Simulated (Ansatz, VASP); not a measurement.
BP in VASP and in Ansatz

```
B P
1.0
     0.00000    2.31267    2.31267
     2.31267    0.00000    2.31267
     2.31267    2.31267    0.00000
B P
1 1
Direct
  0.00000 0.00000 0.00000
  0.25000 0.25000 0.25000
```

Alike in both runs: functional r2SCAN; k mesh 10 × 10 × 10; occupations fermi-dirac, width 0.02 eV; no spin polarisation.

Ansatz relaxed the structure, and its values are those at the end. VASP's run is a single point on that final structure, the one shown.

```csv
,VASP,Ansatz
version,VASP 6.6.1,Ansatz 0.2.0
potentials or method,"VASP PAW PBE potentials, release 64 (B, P)",PAW plane waves
plane-wave cutoff (eV),520,500
valence electrons in the cell,8,8
```

|  | VASP | Ansatz | Ansatz less VASP |
| --- | --- | --- | --- |
| gap on the k mesh at the Fermi level (eV) | 1.52 | 1.49 | -0.031 |
| pressure (GPa) | -9.3 | -8.8 | +0.44 |

Ansatz warned: «stress_scf_threshold_loose».

Caveats: the PAW data sets were made with another functional, which shifts forces and pressure a little (VASP). r2SCAN opens gaps a little over a GGA but as a rule still falls short of measured ones. A k mesh can miss the band edges.
